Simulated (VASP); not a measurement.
# CdSe (Cadmoselite) (P6_3mc) in VASP: a series of runs, part 2 of 2

VASP 6.6.1.

### Step 4. Single point, HSE06

POSCAR

```
CdSe
1.0
    4.3000000000      0.0000000000      0.0000000000
   -2.1500000000      3.7239092363      0.0000000000
    0.0000000000      0.0000000000      7.0200000000
Cd Se
2 2
Direct
    0.6666666667      0.3333333333      0.5000000000
    0.3333333333      0.6666666667      0.0000000000
    0.6666666667      0.3333333333      0.8850000000
    0.3333333333      0.6666666667      0.3850000000
```

INCAR.step1

```
  ALGO = Normal
  EDIFF = 1E-5
  ENCUT = 340
  GGA = PE
  ISIF = 2
  ISMEAR = 0
  LASPH = True
  LREAL = False
  LWAVE = True
  NBANDS = 26
  NELM = 100
  NKRED = 1
  PREC = Accurate
  SIGMA = 0.01
```

INCAR.step2

```
  ALGO = Normal
  EDIFF = 1E-6
  ENCUT = 340
  GGA = PE
  HFSCREEN = 0.2
  ISIF = 2
  ISMEAR = 0
  ISTART = 1
  LASPH = True
  LCHARG = False
  LHFCALC = True
  LREAL = False
  LWAVE = False
  NBANDS = 26
  NELM = 100
  NKRED = 1
  PREC = Accurate
  PRECFOCK = Fast
  SIGMA = 0.01
```

KPOINTS

```
k-points
0
Gamma
  2 2 1
```

Potentials or basis: VASP PAW PBE potentials, release 64 (Cd, Se).

Started as:

```
$ cat potpaw_PBE.64/Cd/POTCAR potpaw_PBE.64/Se/POTCAR > POTCAR
$ cp INCAR.step1 INCAR
$ mpirun -np 1 vasp_std > vasp.out
$ cp INCAR.step2 INCAR
$ mpirun -np 1 vasp_std > vasp.out
```

OUTCAR:

```text
EDIFF = 1E-6
   ENCUT = 340
   GGA = PE
   HFSCREEN = 0.2
   ISIF = 2
   ISMEAR = 0
   ISTART = 1
   LASPH = True
   LHFCALC = True
   LREAL = False
   NELM = 100
   NKRED = 1
   PREC = Accurate
   PRECFOCK = Fast

 Found      2 irreducible k-points:

 Following reciprocal coordinates:
            Coordinates               Weight
  0.000000  0.000000  0.000000      1.000000
  0.500000 -0.000000  0.000000      3.000000
   k-points           NKPTS =      2   k-points in BZ     NKDIM =      4   number of bands    NBANDS=     26
   number of dos      NEDOS =    301   number of ions     NIONS =      4
   total plane-waves  NPLWV =  32928
   dimension x,y,z NGX =    28 NGY =   28 NGZ =   42
   dimension x,y,z NGXF=    56 NGYF=   56 NGZF=   84
   ions per type =               2   2
   NGX,Y,Z   is equivalent  to a cutoff of  10.83, 10.83,  9.95 a.u.
   NGXF,Y,Z  is equivalent  to a cutoff of  21.65, 21.65, 19.89 a.u.
 SYSTEM =  unknown system
   PREC   = accura    normal or accurate (medium, high low for compatibility)
   ISTART =      1    job   : 0-new  1-cont  2-samecut
   ICHARG =      0    charge: 1-file 2-atom 10-const
   ISPIN  =      1    spin polarized calculation?
   LNONCOLLINEAR =      F non collinear calculations
   LSORBIT =      F    spin-orbit coupling
   LASPH  =      T    aspherical Exc in radial PAW
   ENCUT  =  340.0 eV  24.99 Ry    5.00 a.u.   6.46  6.46 10.55*2*pi/ulx,y,z
   NELM   =    100;   NELMIN=  2; NELMDL=  0     # of ELM steps
   EDIFF  = 0.1E-05   stopping-criterion for ELM
   LREAL  =      F    real-space projection
   EDIFFG = 0.1E-04   stopping-criterion for IOM
   NSW    =      0    number of steps for IOM
   IBRION =     -1    ionic relax: 0-MD 1-quasi-New 2-CG
   NFREE  =      0    steps in history (QN), initial steepest desc. (CG)
   ISIF   =      2    stress and relaxation
   ISYM   =      3    0-nonsym 1-usesym 2-fastsym
   POTIM  = 0.5000    time-step for ionic-motion
   TEBEG  =    0.0;   TEEND  =   0.0 temperature during run
   PSTRESS=    0.0 pullay stress
   NELECT =      36.0000    total number of electrons
   NUPDOWN=      -1.0000    fix difference up-down
   EMIN   =  10.00;   EMAX   =-10.00  energy-range for DOS
   EFERMI =   0.00;   METHOD = LEGACY
   ISMEAR =     0;   SIGMA  =   0.01  broadening in eV -4-tet -1-fermi 0-gaus
   EFERMI_NEDOS =   21; number of points for ismear=-14 and -15
   IALGO  =     38    algorithm
   IMIX   =      1    mixing-type and parameters
     AMIX     =   0.40;   BMIX     =  1.00
     AMIX_MAG =   1.60;   BMIX_MAG =  1.00
  volume/ion in A,a.u.               =      28.10       189.64
  Fermi-wavevector in a.u.,A,eV,Ry     =   1.120059  2.116604 17.068937  1.254531
  Thomas-Fermi vector in A             =   2.256702
   LORBIT       =      0    0 simple, 1 ext, 2 COOP (PROOUT), +10 PAW based schemes
   GGA     = PE    functional components
   LHFCALC =     T    Hartree Fock is set to
   PRECFOCK=fast      Normal, Fast or Accurate (Low or Medium for compatibility)
   ENCUT4O =  -1.0   cutoff for four orbital integrals eV
   NKREDX  =     1    reduce k-point grid by
   NKREDY  =     1    reduce k-point grid by
   NKREDZ  =     1    reduce k-point grid by
   AEXX    =    0.2500 exact exchange contribution
   HFSCREEN=    0.2000 screening length (either q_TF or 0.3 A-1)
   HFSCREENC=   0.2000 screening length for correlation (either q_TF or 0.3 A-1)
   ENCUTFOCK=  -1.0 apply spherical cutoff to Coloumb kernel
   IVDW    =     0    specifies the selected vdW correction
   LEPSILON=     F    determine dielectric tensor
   LRPA    =     F    only Hartree local field effects (RPA)
 non-spin polarized calculation
 Gauss-broadening in eV      SIGMA  =   0.01
  energy-cutoff  :      340.00
  volume of cell :      112.41
 maximum number of plane-waves:      1641
 NGX is ok and might be reduce to    28
  NGX = 14; NGY = 14; NGZ = 24

 number of electron      35.9999968 magnetization

 Free energy of the ion-electron system (eV)
  ---------------------------------------------------
  ext. energy  EPLUGINS =         0.00000000
  ---------------------------------------------------
  free energy    TOTEN  =       -13.01425504 eV

  energy without entropy =      -13.01425504  energy(sigma->0) =      -13.01425504

 E-fermi :   0.4603     XC(G=0):  -7.3361

 val. band max:        0.4042987982   @ k =   0.0000   0.0000   0.0000
 cond. band min:       2.1797429024   @ k =   0.0000   0.0000   0.0000
 fundamental gap:      1.7754441042
 Fermi energy:         0.4603429535

 k-point     1 :       0.0000    0.0000    0.0000
  band No.  band energies     occupation
      1     -13.2339      2.00000
      2     -12.8265      2.00000
      3      -8.8438      2.00000
      4      -8.8437      2.00000
      5      -8.7888      2.00000
      6      -8.7886      2.00000
[... 18 lines left out ...]
     25       8.5162      0.00000
     26       9.3192      0.00000

 k-point     2 :       0.5000   -0.0000    0.0000
  band No.  band energies     occupation
      1     -12.8306      2.00000
      2     -12.7032      2.00000
      3      -8.7348      2.00000
      4      -8.7267      2.00000
      5      -8.6223      2.00000
      6      -8.5676      2.00000
[... 18 lines left out ...]
     25       9.3759      0.00000
     26      11.1983      0.00000

------------------------ aborting loop because EDIFF is reached ----------------------------------------

  FORCE on cell =-STRESS in cart. coord.  units (eV):
  Direction    XX          YY          ZZ          XY          YZ          ZX
  --------------------------------------------------------------------------------------
  -------------------------------------------------------------------------------------
  Total        3.8151679      3.8151679     -2.9917613      0.0000000     -0.0000000      0.0000000
  in kB       54.3775436     54.3775436    -42.6415388      0.0000000     -0.0000000      0.0000000
  external PRESSURE =      22.0378495 kB  Pullay stress =       0.0000000 kB

 VOLUME and BASIS-vectors are now :
 -----------------------------------------------------------------------------
  energy-cutoff  :      340.00
  volume of cell :      112.41
      direct lattice vectors                 reciprocal lattice vectors
     4.300000000  0.000000000  0.000000000     0.232558140  0.134267504  0.000000000
    -2.150000000  3.723909236  0.000000000     0.000000000  0.268535009  0.000000000
     0.000000000  0.000000000  7.020000000     0.000000000  0.000000000  0.142450142

 POSITION                                       TOTAL-FORCE (eV/Angst)
 -----------------------------------------------------------------------------------
      2.15000      1.24130      3.51000         0.000000     -0.000000      0.387380
     -0.00000      2.48261      0.00000        -0.000000      0.000000      0.387380
      2.15000      1.24130      6.21270         0.000000     -0.000000     -0.387380
     -0.00000      2.48261      2.70270        -0.000000      0.000000     -0.387380
 -----------------------------------------------------------------------------------
    total drift:                               -0.000000     -0.000000     -0.000615

  FREE ENERGIE OF THE ION-ELECTRON SYSTEM (eV)
  ---------------------------------------------------
  free  energy   TOTEN  =       -13.0142550441 eV

  energy  without entropy=      -13.0142550441  energy(sigma->0) =      -13.01425504
```

Run time: 44 s. Hardware: 1 thread of Intel Xeon Platinum 8488C (Sapphire Rapids), shared host; peak memory 0.27 GiB.

The run converged, but some of its settings lie outside the range that counts as converged, so its numbers aren't taken as properties of the crystal.

What came out:

| Item | Value |
| --- | --- |
| Free energy | -13.0143 eV |
| Pressure | 2.2 GPa |
| Largest force | 0.387 eV/Å |
| Band gap on the k mesh | 1.78 eV, direct |

Caveat: the k mesh is coarse (spacing up to 0.90 Å⁻¹), so the values aren't converged, least of all with exact exchange; the cutoff is under 1.25 times the usual one of these potentials, so pressure, stress and relaxed cells hold a basis-set (Pulay) error; the PAW data sets were made with another functional, which shifts forces and pressure a little.
